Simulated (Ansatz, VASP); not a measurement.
**BeS in VASP and in Ansatz**

```
Be S
1.0
     0.11099    2.29133    2.29133
     2.29133    0.11099    2.29133
     2.29133    2.29133    0.11099
Be S
1 1
Direct
  0.00000 0.00000 0.00000
  0.50000 0.50000 0.50000
```

Change from the starting cell: epitaxial_111 strain -5.9%.

Alike in both runs: task single point; functional HSE06; k mesh 6 × 6 × 6; no spin polarisation.

|  | VASP | Ansatz |
| --- | --- | --- |
| version | VASP 6.6.1 | Ansatz 0.2.0 |
| potentials or method | VASP PAW PBE potentials, release 64 (Be, S) | plane waves, PAW |
| plane-wave cutoff (eV) | 520 | 420 |
| occupations | gaussian, width 0.01 eV | fixed |
| valence electrons in the cell | 8 | 8 |

```csv
,VASP,Ansatz,Ansatz less VASP
gap on the k mesh at the Fermi level (eV),1.39,1.40,+0.011
pressure (GPa),12.9,13.2,+0.30
largest component of the traceless stress (GPa),7.37,7.40,+0.029
```

Ansatz warned: «stress_exchange_threshold_loose».

Caveats: the PAW data sets were made with another functional, which shifts forces and pressure a little (VASP). A k mesh can miss the band edges.
